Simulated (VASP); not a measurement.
# P: single point with r2SCAN

The system is P.

```
P
1.0
     1.69977    0.98136    2.85953
    -1.69977    0.98136    2.85953
     0.00000   -1.96273    2.85953
P
2
Direct
  0.23497 0.23497 0.23497
  0.76503 0.76503 0.76503
```

This isn't the form of P at room conditions, which is orthorhombic.

```yaml
Program: VASP 6.6.1
Task: single point
Functional: r2SCAN
Potentials_or_basis: VASP PAW PBE potentials, release 64 (P)
Cutoff: 520 eV
k_mesh: 15 × 15 × 15
Occupations: fermi-dirac, width 0.1 eV
Spin: no spin polarisation
Dipole_correction: no
Further_INCAR_settings: ALGO = Normal; EDIFF = 1e-06; NBANDS = 12
```

```yaml
Pressure: 6.8 GPa
Largest_force: 0.093 eV/Å
Band_gap_on_the_k_mesh: none (metal or under the smearing width)
```

Forces in eV/Å, atoms in the order of the input:
```
P    0.000  0.000 -0.093
P    0.000  0.000  0.093
```

Stress tensor (GPa, compression positive):
```
6.69 0.00 0.00
0.00 6.69 0.00
0.00 0.00 6.93
```

Levels at points of the mesh, in eV from the Fermi level:
| k point | band 2 | band 3 | band 4 | band 5 | band 6 | band 7 | band 8 | band 9 |
| --- | --- | --- | --- | --- | --- | --- | --- | --- |
| (0.00, 0.00, 0.00) | -3.00 | -3.00 | -2.94 | -1.76 | 2.73 | 3.72 | 3.72 | 5.83 |

Run time: 3.8 min on 1 thread of Intel(R) Xeon(R) Platinum 8488C (Sapphire Rapids), with other jobs on the host, peak memory 0.22 GiB.

Caveat: the PAW data sets were made with another functional, which shifts forces and pressure a little.
